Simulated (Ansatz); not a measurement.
Stackings of close-packed layers of HfN (capitals for Hf, lower case for the other element), each relaxed to a stress under 0.05 GPa; energies count from the stacking AcBaCb (Fm-3m).

Method: Ansatz, DFT PBE, scalar-relativistic, plane waves, PAW.

Cutoff 420 eV; k points 12×12×5 on the computed 8-atom cell (Γ-centred); Gaussian smearing, width 0.10 eV; no spin polarisation.

Start (AcBcAbCb):

```
CELL_PARAMETERS angstrom
3.21599 0.00000 0.00000
-1.60800 2.78513 0.00000
0.00000 0.00000 10.50091
ATOMIC_POSITIONS crystal
Hf 0.00000 0.00000 0.00000
N 0.66667 0.33333 0.12500
Hf 0.33333 0.66667 0.25000
N 0.66667 0.33333 0.37500
Hf 0.00000 0.00000 0.50000
N 0.33333 0.66667 0.62500
Hf 0.66667 0.33333 0.75000
N 0.33333 0.66667 0.87500
```

Q: What does the relaxation give?

A: The free energy falls by 25 meV/atom.

- excess energy (meV/atom): -20.6
- excess energy on a denser mesh (meV/atom): -21.1
- spacing of like layers (Å): 2.682
- a (Å): 3.185
- gap on the mesh (eV): 0
- denser mesh: 21×21×10

Relaxed structure:
```xyz
8
Lattice="3.1853 0.0000 0.0000 -1.5926 2.7585 0.0000 0.0000 0.0000 10.7271" Properties=species:S:1:pos:R:3 pbc="T T T"
Hf    0.0000    0.0000    0.0000
N     1.5926    0.9195    1.2772
Hf    0.0000    1.8390    2.6818
N     1.5926    0.9195    4.0864
Hf    0.0000    0.0000    5.3636
N     0.0000    1.8390    6.6407
Hf    1.5926    0.9195    8.0453
N     0.0000    1.8390    9.4500
```

Spin-orbit coupling is left out, which matters for the bands of heavy elements.

Small energy differences in metals hang on the k mesh (about 10 mJ/m² or 1 to 2 meV/atom on the mesh of the relaxation).

The run took 3.7 min on 1 thread of Arm Neoverse V1, with other jobs on the host, peak memory 0.58 GiB.